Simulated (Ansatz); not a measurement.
Set up this calculation in Ansatz 0.2.0, as the native input.

```yaml
Task: elastic constants
Functional: PBE
Potentials_or_basis: Ansatz PAW
Cutoff: "420 eV (not typed: the program's choice for these potentials)"
k_mesh: 7 × 7 × 7
Occupations: fermi-dirac, width 0.05 eV
Spin: no spin polarisation
Atoms_under_strain: relaxed
```

CdO (Monteponite):

```xyz
2
Lattice="0.0000 2.3495 2.3495 2.3495 0.0000 2.3495 2.3495 2.3495 0.0000" Properties=species:S:1:pos:R:3 pbc="T T T"
Cd    0.0000    0.0000    0.0000
O     2.3495    2.3495    2.3495
```

The input as run:

input.yaml

```yaml
crystal:
  lattice:
    - [0.0, 2.3495, 2.3495]
    - [2.3495, 0.0, 2.3495]
    - [2.3495, 2.3495, 0.0]
  atoms:
    - { symbol: Cd, position: [0.0, 0.0, 0.0] }
    - { symbol: O, position: [0.5, 0.5, 0.5] }
hamiltonian:
  xc: pbe
  pseudopotentials: { kind: paw }
kpoints:
  mp_grid: { grid: [7, 7, 7] }
scf:
  occupations: { method: fermi_dirac, width: 0.05 }
output:
  forces: true
  stress: true
elastic:
  mode: relaxed_ion
  stencil: two_point
```

Potentials or basis: Ansatz PAW.

Launch:

```console
$ ansatz run input.yaml --threads 2 --pin off --max-ram 5632MiB --backend cpu --events-out ev --progress --plain --runs-dir out
```

It gave:

```yaml
Pressure: 6.1 GPa
Band_gap_on_the_k_mesh: none (metal or under the smearing width)
Elastic_constants_C11_C12_C44: 228, 118, 46 GPa
Voigt_bulk_modulus: 154 GPa
```

Caveat: the cell is more than 3 GPa from zero pressure, which shifts response properties; elastic constants of metals need much finer meshes, so these are rough; the pressure holds a Pulay correction of +0.5 GPa for the finite cutoff; this crystal is a semiconductor, whose small gap the functional closes, so the metal is an error of the method.

Wall time 3.4 s on 2 threads of Arm Neoverse V1, on a shared host, peak memory 0.31 GiB.
